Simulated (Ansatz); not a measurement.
# ZnO (zincite) (P6_3mc) in Ansatz: further runs

Aim: see how the results for ZnO (zincite) move with the level of theory and the settings. Levels: PBE, revPBE, BLYP. Tasks: single point, relaxation of cell and atoms.

Everything below comes from runs of Ansatz 0.2.0. Logs are shortened: lines on timing, memory, paths and dates and some standing lists are left out, and cuts for length are marked.

**The experiment to reproduce.**

“Electronic structure of alkaline earth and post-transition metal oxides”, 2009, arxiv:0908.1581 quotes, for a bulk crystal of ZnO: band gap 3.37 eV.

The runs below are set against these values where they give the same quantity.

## 1. The structure

Symmetry: P6_3mc, No. 186, hexagonal system. Conventional cell: a = 3.249 Å, b = 3.249 Å, c = 5.206 Å, α = 90.00°, β = 90.00°, γ = 120.00°. Around Zn (site symmetry 3m) lie 4 O at 1.97 to 1.98 Å. O (site symmetry 3m) has 4 Zn at 1.97 to 1.98 Å as nearest neighbours.

## 2. Single point, PBE

Input file input.yaml:

```yaml
crystal:
  lattice:
    - [3.249308, 0.0, 0.0]
    - [-1.624654, 2.8139832727, 0.0]
    - [0.0, 0.0, 5.205709]
  atoms:
    - { symbol: Zn, position: [0.6666666667, 0.3333333333, 0.0] }
    - { symbol: Zn, position: [0.3333333333, 0.6666666667, 0.5] }
    - { symbol: O, position: [0.3333333333, 0.6666666667, 0.87901] }
    - { symbol: O, position: [0.6666666667, 0.3333333333, 0.37901] }
hamiltonian:
  xc: pbe
  pseudopotentials: { kind: paw }
kpoints:
  mp_grid: { grid: [9, 9, 5] }
scf:
  occupations: { method: gaussian, width: 0.03 }
output:
  forces: true
  stress: true
  eigenvalues: true
```

Potentials or basis: Ansatz PAW.

Launch:

```sh
$ ansatz run input.yaml --threads 2 --pin off --max-ram 5632MiB --backend cpu --events-out ev --progress --plain --runs-dir out
```

Standard output:

```text
Warning: RAYON_NUM_THREADS=2 ignored (pool sized by the plan → 2); use --threads N
Engine: ansatz 0.2.0, x86_64-unknown-linux-gnu
Pseudopotentials: kind: paw
Pseudopotential: Zn, paw, valence charge 12, recommended cutoff 420 eV (normal), Zn.paw.azcp
Pseudopotential: O, paw, valence charge 6, recommended cutoff 420 eV (normal), O.paw.azcp
Functional definition: PBE
  parameter kappa = 0.804
  parameter beta = 0.06672455060314922
  exchange = pbe_x(kappa = kappa, mu = beta*pi^2/3)
  correlation = pbe_c(beta = beta)
Crystal: 4 atoms, lattice volume = 47.598 Å³
Basis set: ecut = 420 eV, 941 PW (Γ), exchange–correlation on 48×48×72 points (8 copies of the dense FFT grid, shifted against one another)
Bands: 22, of which v1, the nominal top of the filled ones, is band 18 counted from 1 (17 counted from 0)
Symmetry: 12 space group operations
Space group: P63mc (ITA 186), of the structure as read, at distance tolerance 3.6e-5 Å
k-points: 36 of 405 (time reversal used)
Non-local potential: Zn, projectors of the file, l = 0: 2, l = 1: 2, l = 2: 3, l = 3: 1
Non-local potential: O, projectors of the file, l = 0: 2, l = 1: 2, l = 2: 1
PAW form: soft (Blöchl's): semilocal exchange-correlation on the pseudo side does not see the compensation charge
PAW one-centre angular grid: Zn, 590 points (default); XC on 64 Gauss nodes
PAW one-centre angular grid: O, 110 points (default); XC on 64 Gauss nodes
Initial density: superposition of atomic densities (neutral atoms: chi_scale 0, normalization atom), corrected by the library's trained network
Initial wavefunctions: pseudopotential atomic-orbital guess
Functional: x = pbe(κ = 0.804, μ = 0.2195149727645171), c = pbe(β = 0.06672455060314922)
SCF iter   1: F=—  HF=-7773.665039 eV  |F-HF|=—  |Δ(HF+E_count)|=         —  Δρ=6.59e-4  dr2=6.16e-5  ethr=1.77e-3  ⟨swp⟩=6.1  Hψ=3600  notcnv=0
preconditioner: auto → Resta (q_TF=auto, 2.604 Å⁻¹)  ε∞=7.5  [insulator: Δε(μ)=0.806 eV  Ē_g=12.691 eV  σ=0.030 eV  W_gap=1.00  n_scr=22 (ndim 8)  ℏωp=32.3 eV  f_vac=0.035  D(μ)=0.00/eV (n_scr^D=0)  ε∞_Penn≈7.5]
SCF iter   2: F=—  HF=-7773.666244 eV  |F-HF|=—  |Δ(HF+E_count)|=   1.20e-3  Δρ=4.11e-4  dr2=2.69e-5  ethr=1.71e-7  ⟨swp⟩=2.8  Hψ=2050  notcnv=0
SCF iter   3: F=—  HF=-7773.666320 eV  |F-HF|=—  |Δ(HF+E_count)|=   7.68e-5  Δρ=2.38e-4  dr2=1.18e-5  ethr=7.48e-8  ⟨swp⟩=2.0  Hψ=1368  notcnv=0
SCF iter   4: F=—  HF=-7773.666358 eV  |F-HF|=—  |Δ(HF+E_count)|=   3.74e-5  Δρ=1.06e-4  dr2=2.27e-6  ethr=3.27e-8  ⟨swp⟩=2.0  Hψ=1338  notcnv=0
SCF iter   5: F=—  HF=-7773.666366 eV  |F-HF|=—  |Δ(HF+E_count)|=   8.57e-6  Δρ=2.85e-5  dr2=2.09e-7  ethr=6.31e-9  ⟨swp⟩=2.0  Hψ=1379  notcnv=0
SCF iter   6: F=-7773.666367 eV  HF=-7773.666367 eV  |F-HF|=3.54e-8  |Δ(HF+E_count)|=   6.67e-7  Δρ=1.51e-5  dr2=7.86e-8  ethr=2.78e-10  ⟨swp⟩=5.4  Hψ=3594  notcnv=0
SCF 1 converged in 6 iterations: F = -7773.666367 eV  dr2 = 7.86e-8
SCF converged after 6 iterations
Free energy (F): -7773.666367 eV
Harris-Foulkes:  -7773.666367 eV  (|F-HF|=3.54e-8)
Internal energy: -7773.666367 eV  (E = F + TS)
E sigma→0 (E₀):  -7773.666367 eV
Fermi energy:    7.624330 eV
--- Per-component energies (eV) ---
  E_band       = 65.615311
  E_kinetic    = 611.974945
  E_local      = -4003.455370  (includes V_loc(G=0)·N_el)
  E_nonlocal   = 1335.429387
  E_hartree    = 1645.556974
  E_xc         = -420.048981
  E_vxc        = -289.987089  (∫ρ·V_xc dr)
  E_paw        = -3980.532821  (= ΣΔE_a)
  E_vpaw       = -879.460903  (= ΣTr[D̂ρ^β])
  E_aug_tail   = 0.004244  (compensation charges beyond the density's cutoff)
  E_ewald      = -2962.594745
  E_smearing   = -0.000000  (= −TS)
  E_closure    = -0.000000  (closes the sum)
  Σ components = -7773.666367   (vs F -7773.666367, Δ=0.00e0)
--- Forces (eV/Å), atoms counted from 1 ---
  atom   1  Zn    -0.00000000     0.00000000    -0.06997510
  atom   2  Zn    -0.00000000    -0.00000000    -0.06997510
  atom   3  O     -0.00000000     0.00000000     0.06994176
  atom   4  O      0.00000000    -0.00000000     0.06994176
  max |Σ_I F_I| component: 6.67e-5 eV/Å
--- Stress (GPa, compression-positive) ---
        4.347666      -0.000000      -0.000000
        0.000000       4.347666       0.000000
        0.000000       0.000000       6.050586
  P = ⅓ Tr σ = 4.9153 GPa (49.153 kbar)
--- Band table (eV; the first three rows and the last of 36) ---
  k-point 0: bands = ["-10.8513", "-10.1177", "1.5263", "1.5263", "1.5655", "1.6115", "1.7236", "1.7236", "2.6961", "2.6961", "2.9097", "2.9097", "3.1768", "6.4114", "6.4114", "7.1491", "7.2216", "7.2216", "8.0263", "12.4528", "15.4876", "20.0994"]
  k-point 1: bands = ["-10.7848", "-10.1914", "1.4520", "1.4933", "1.5363", "1.5363", "1.6948", "1.6948", "2.7241", "2.7241", "2.8980", "2.8980", "3.6141", "6.4384", "6.4903", "6.4903", "7.1457", "7.1457", "8.8639", "12.1200", "15.7887", "20.0909"]
  k-point 2: bands = ["-10.6071", "-10.3806", "1.3075", "1.3540", "1.5709", "1.5709", "1.6309", "1.6309", "2.7902", "2.7902", "2.8573", "2.8573", "4.5067", "5.4819", "6.6958", "6.6958", "6.9463", "6.9463", "10.0893", "11.2528", "16.6822", "18.1722"]
  k-point 35: bands = ["-9.9911", "-9.9911", "1.5246", "1.5246", "1.6454", "1.8476", "2.2872", "2.2872", "2.6870", "2.7239", "3.1932", "3.1932", "3.5445", "3.5445", "4.2449", "4.8439", "5.9328", "5.9328", "15.1701", "15.1834", "15.1834", "15.2940"]
```

Wall time 7.7 s (2 threads of Intel Xeon at 2.50GHz (Skylake/Cascade Lake), shared host); peak memory 0.37 GiB.

Results:

```yaml
Free_energy: -7773.6664 eV
Pressure: 4.9 GPa
Largest_force: 0.070 eV/Å
Band_gap_on_the_k_mesh: 0.80 eV, direct
```

Forces in eV/Å, atoms in the order of the input:
```
Zn   0.000  0.000 -0.070
Zn   0.000  0.000 -0.070
O    0.000  0.000  0.070
O    0.000  0.000  0.070
```

Levels at points of the mesh, in eV from the valence-band top:
| k point | band 15 | band 16 | band 17 | band 18 | band 19 | band 20 | band 21 | band 22 |
| --- | --- | --- | --- | --- | --- | --- | --- | --- |
| (0.00, 0.00, 0.00) | -0.81 | -0.07 | 0.00 | 0.00 | 0.80 | 5.23 | 8.27 | 12.88 |

Caveat: odd divisions of the mesh miss points on the zone boundary, where band edges often lie, so the gap on the mesh can be too wide; the pressure holds a Pulay correction of +0.7 GPa for the finite cutoff.

## 3. Relaxation of cell and atoms, revPBE

Edit input.yaml of step 2 so:

```diff
@@ -11,3 +11,3 @@
 hamiltonian:
-  xc: pbe
+  xc: revpbe
   pseudopotentials: { kind: paw }
@@ -16,3 +16,3 @@
 scf:
-  occupations: { method: gaussian, width: 0.03 }
+  occupations: { method: fermi_dirac, width: 0.05 }
 output:
@@ -20,2 +20,9 @@
   stress: true
-  eigenvalues: true
+  write_density: true
+  write_potential: true
+  elf: true
+  volumetric_format: npy
+relax:
+  f_tol: 0.01
+  max_steps: 40
+  cell: { stress_tol: 0.05 }
```

Potentials or basis: Ansatz PAW.

Launch:

```sh
$ ansatz run input.yaml --threads 2 --pin off --max-ram 5632MiB --backend cpu --events-out ev --progress --plain --runs-dir out
```

Run time: 59 s. Hardware: 2 threads of Intel Xeon at 2.50GHz (Skylake/Cascade Lake), shared host; peak memory 0.41 GiB.

Results (log left out):

```yaml
Free_energy: -7783.9208 eV
Relaxed_volume: 12.64 Å³/atom
Relaxed_cell: a = 3.308 Å, b = 3.308 Å, c = 5.336 Å, α = 90.00°, β = 90.00°, γ = 120.00°
Space_group_after_relaxing_to_0.05_Å: P6_3mc (No. 186)
Energy_gained_by_relaxing: 18.3 meV/atom
Ionic_steps: 8
Pressure_after_relaxing: 0.0 GPa
Band_gap_on_the_k_mesh: 0.78 eV, direct
```

Step by step:
| step | energy change (eV) | largest force (eV/Å) | volume (Å³) |
| --- | --- | --- | --- |
| 1 | 0.0000 | 0.0747 | 47.60 |
| 2 | -0.0477 | 0.0459 | 49.03 |
| 3 | -0.0583 | 0.0277 | 50.28 |
| 4 | -0.0580 | 0.0206 | 50.39 |
| 5 | -0.0581 | 0.0027 | 50.39 |
| 6 | -0.0734 | 0.0029 | 50.39 |
| 7 | -0.0730 | 0.0008 | 50.55 |
| 8 | -0.0734 | 0.0006 | 50.55 |

Final structure:
```yaml
crystal:
  lattice:
    - [3.30765, 0.00000, 0.00000]
    - [-1.65383, 2.86451, 0.00000]
    - [0.00000, 0.00000, 5.33571]
  atoms:
    - { symbol: Zn, position: [0.66667, 0.33333, 0.99986] }
    - { symbol: Zn, position: [0.33333, 0.66667, 0.49986] }
    - { symbol: O, position: [0.33333, 0.66667, 0.87915] }
    - { symbol: O, position: [0.66667, 0.33333, 0.37915] }
```

Levels at points of the mesh, in eV from the valence-band top:
```
           k point  band 14  band 15  band 16  band 17  band 18  band 19  band 20  band 21  band 22
(0.00, 0.00, 0.00)    -0.72    -0.72    -0.07     0.00     0.00     0.78     5.10     8.09    12.70
```

Caveat: odd divisions of the mesh miss points on the zone boundary, where band edges often lie, so the gap on the mesh can be too wide; the plane-wave basis is chosen anew once the cell has moved, so the energies of steps on either side of that aren't comparable; the pressure holds a Pulay correction of +0.6 GPa for the finite cutoff; the PAW data sets come from PBE, with cores solved anew for the run's functional, which leaves a small shift of forces and pressure. revPBE gives volumes clearly too large for solids.

## 4. Relaxation of cell and atoms, BLYP

Edit input.yaml of step 3 so:

```diff
@@ -11,3 +11,3 @@
 hamiltonian:
-  xc: revpbe
+  xc: blyp
   pseudopotentials: { kind: paw }
```

Launch:

```sh
$ ansatz run input.yaml --threads 2 --pin off --max-ram 5632MiB --backend cpu --events-out ev --progress --plain --runs-dir out
```

Wall time 66 s (2 threads of Intel Xeon at 2.50GHz (Skylake/Cascade Lake), shared host); peak memory 0.41 GiB.

The run converged. Its results:

- Free energy: -7796.7930 eV
- Relaxed volume: 12.74 Å³/atom
- Relaxed cell: a = 3.313 Å, b = 3.313 Å, c = 5.359 Å, α = 90.00°, β = 90.00°, γ = 120.00°
- Space group after relaxing (to 0.05 Å): P6_3mc (No. 186)
- Energy gained by relaxing: 23.6 meV/atom
- Ionic steps: 9
- Pressure after relaxing: 0.0 GPa
- Band gap on the k mesh: 0.82 eV, direct

The path:
```tsv
step	energy change (eV)	largest force (eV/Å)	volume (Å³)
1	0.0000	0.0696	47.60
2	-0.0609	0.0397	49.23
3	-0.0724	0.0267	50.57
4	-0.0720	0.0203	50.70
5	-0.0721	0.0031	50.71
6	-0.0938	0.0030	50.71
7	-0.0932	0.0009	50.93
8	-0.0931	0.0002	50.94
9	-0.0943	0.0003	50.94
```

Final structure:
```yaml
crystal:
  lattice:
    - [3.31308, 0.00000, 0.00000]
    - [-1.65654, 2.86921, 0.00000]
    - [0.00000, 0.00000, 5.35887]
  atoms:
    - { symbol: Zn, position: [0.66667, 0.33333, 0.00023] }
    - { symbol: Zn, position: [0.33333, 0.66667, 0.50023] }
    - { symbol: O, position: [0.33333, 0.66667, 0.87878] }
    - { symbol: O, position: [0.66667, 0.33333, 0.37878] }
```

Levels at points of the mesh, in eV from the valence-band top:
```csv
k point,band 15,band 16,band 17,band 18,band 19,band 20,band 21,band 22
"(0.00, 0.00, 0.00)",-0.71,-0.07,0.00,0.00,0.82,5.03,8.11,12.61
```

Caveat: odd divisions of the mesh miss points on the zone boundary, where band edges often lie, so the gap on the mesh can be too wide; the plane-wave basis is chosen anew once the cell has moved, so the energies of steps on either side of that aren't comparable; the pressure holds a Pulay correction of +0.8 GPa for the finite cutoff; the PAW data sets come from PBE, with cores solved anew for the run's functional, which leaves a small shift of forces and pressure. BLYP gaps usually lie below the measured ones, often by a third to a half.

## 5. Single point, PBE

Edit input.yaml of step 4 so:

```diff
@@ -11,3 +11,3 @@
 hamiltonian:
-  xc: blyp
+  xc: pbe
   pseudopotentials: { kind: paw }
@@ -16,3 +16,3 @@
 scf:
-  occupations: { method: fermi_dirac, width: 0.05 }
+  occupations: { method: gaussian, width: 0.012 }
 output:
@@ -20,2 +20,3 @@
   stress: true
+  eigenvalues: true
   write_density: true
@@ -24,5 +25 @@
   volumetric_format: npy
-relax:
-  f_tol: 0.01
-  max_steps: 40
-  cell: { stress_tol: 0.05 }
```

Launch:

```sh
$ ansatz run input.yaml --threads 2 --pin off --max-ram 5632MiB --backend cpu --events-out ev --progress --plain --runs-dir out
```

Wall time 7.8 s (2 threads of Intel Xeon at 2.50GHz (Skylake/Cascade Lake), shared host); peak memory 0.38 GiB.

The run converged. Its results:

- Free energy: -7773.6664 eV
- Pressure: 4.9 GPa
- Largest force: 0.070 eV/Å
- Band gap on the k mesh: 0.80 eV, direct

Forces in eV/Å, atoms in the order of the input:
```
Zn   0.000  0.000 -0.070
Zn   0.000  0.000 -0.070
O    0.000  0.000  0.070
O    0.000  0.000  0.070
```

Stress tensor (GPa, compression positive):
```
4.35 0.00 0.00
0.00 4.35 0.00
0.00 0.00 6.05
```

Levels at points of the mesh, in eV from the valence-band top:
| k point | band 14 | band 15 | band 16 | band 17 | band 18 | band 19 | band 20 | band 21 | band 22 |
| --- | --- | --- | --- | --- | --- | --- | --- | --- | --- |
| (0.00, 0.00, 0.00) | -0.81 | -0.81 | -0.07 | 0.00 | 0.00 | 0.80 | 5.23 | 8.27 | 12.88 |

Caveat: odd divisions of the mesh miss points on the zone boundary, where band edges often lie, so the gap on the mesh can be too wide; the pressure holds a Pulay correction of +0.7 GPa for the finite cutoff.

## 6. Overview

| task | level | cell | smearing | gap on the mesh (eV) | pressure (GPa) | relaxed volume (Å³/atom) | largest force (eV/Å) |
| --- | --- | --- | --- | --- | --- | --- | --- |
| single point | PBE | as given | gaussian 0.03 eV | 0.80 | 4.9 | - | 0.07 |
| relaxation of cell and atoms | revPBE | relaxed | fermi-dirac 0.05 eV | 0.78 | 0.0 | 12.64 | - |
| relaxation of cell and atoms | BLYP | relaxed | fermi-dirac 0.05 eV | 0.82 | 0.0 | 12.74 | - |
| single point | PBE | as given | gaussian 0.012 eV | 0.80 | 4.9 | - | 0.07 |

Alike in all rows: potentials or basis Ansatz PAW; no spin polarisation; k mesh 9 × 9 × 5; cutoff (eV) 420.

Caveats: odd divisions of the mesh miss points on the zone boundary, where band edges often lie, so the gap on the mesh can be too wide; the plane-wave basis is chosen anew once the cell has moved, so the energies of steps on either side of that aren't comparable (some runs); the PAW data sets come from PBE, with cores solved anew for the run's functional, which leaves a small shift of forces and pressure (some runs).

Absolute energies hang on the potentials; compare differences alone.

## 7. Comparison with measurements

Step 2. Against the measured gap of ZnO, 3.37 eV (quoted in “Electronic structure of alkaline earth and post-transition metal oxides”, 2009, arxiv:0908.1581), the calculated 0.80 eV is off by -2.57 eV. So large a miss can be the level of theory's own, or it may mean another phase, state or a wrong row. The value is that of PBE, without temperature or zero-point motion. Semilocal functionals fall short of measured gaps as a rule.

Step 5. A measured gap of ZnO is 3.37 eV (quoted in “Electronic structure of alkaline earth and post-transition metal oxides”, 2009, arxiv:0908.1581); the calculated 0.80 eV misses it by -2.57 eV. So large a miss can be the level of theory's own, or it may mean another phase, state or a wrong row. The value is that of PBE, without temperature or zero-point motion. Semilocal functionals fall short of measured gaps as a rule.
